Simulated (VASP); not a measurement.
Set up this calculation in VASP 6.6.1, as the native input.

```yaml
Task: relaxation of cell and atoms
Functional: PBEsol
Potentials_or_basis: VASP PAW PBE potentials, release 64 (Hf_pv)
Cutoff: 520 eV
k_mesh: 3 × 3 × 4
Occupations: gaussian, width 0.1 eV
Spin: no spin polarisation
Target_pressure: 100 GPa
Further_INCAR_settings: ALGO = Normal; EDIFF = 1e-07; IBRION = 2; EDIFFG = -0.002; NSW = 80; ISIF = 3
Target_pressure: 100 GPa
```

The structure of Hf lies in POSCAR:

```
Hf                                      
1.0
    4.3651811724      0.0000000000      0.0000000000
   -2.1825905862      3.7803577980      0.0000000000
    0.0000000000      0.0000000000      2.7371777299
  Hf            
     3
Direct
     0.6666666699999979    0.3333333300000021    0.5000000000000000
     0.3333333300000021    0.6666666699999979    0.5000000000000000
     0.0000000000000000    0.0000000000000000    0.0000000000000000
```

This isn't the form of Hf at room conditions, which is hcp.

These files were run (other wordings do the same):

INCAR

```
SYSTEM = Hf
ALGO = Normal ; EDIFF = 1E-7
EDIFFG = -0.002 ; ENCUT = 520
GGA = PS ; IBRION = 2
ISIF = 3 ; ISMEAR = 0
KPAR = 4 ; LASPH = .TRUE.
LCHARG = .FALSE. ; LREAL = .FALSE.
LWAVE = .FALSE. ; NELM = 100
NSW = 80 ; PREC = Accurate
PSTRESS = 1000 ; SIGMA = 0.1
```

KPOINTS

```
k-points
0
G
  3 3 4
  0 0 0
```

Potentials or basis: VASP PAW PBE potentials, release 64 (Hf_pv).

Run with:

```bash
$ cat potpaw_PBE.64/Hf_pv/POTCAR > POTCAR
$ mpirun -np 4 vasp_std > vasp.out
```

Results of the run:

* Relaxed volume: 14.12 Å³/atom
* Relaxed cell: a = 4.274 Å, b = 4.274 Å, c = 2.676 Å, α = 90.00°, β = 90.00°, γ = 120.00°
* Space group after relaxing (to 0.05 Å): P6/mmm (No. 191)
* Energy change on relaxing (the enthalpy is what falls): +510.0 meV/atom
* Ionic steps: 9
* Pressure after relaxing: 100.0 GPa
* Band gap on the k mesh: none (metal or under the smearing width)

Caveat: the k mesh is coarse (spacing up to 0.57 Å⁻¹), so the values aren't converged; the cell is relaxed towards a set pressure, so the enthalpy falls and the energy may rise; the PAW data sets were made with another functional, which shifts forces and pressure a little.

It took 52 s on 4 MPI ranks on Intel(R) Xeon(R) Platinum 8259CL CPU @ 2.50GHz (Skylake/Cascade Lake) (shared host), peak memory 0.16 GiB a rank.
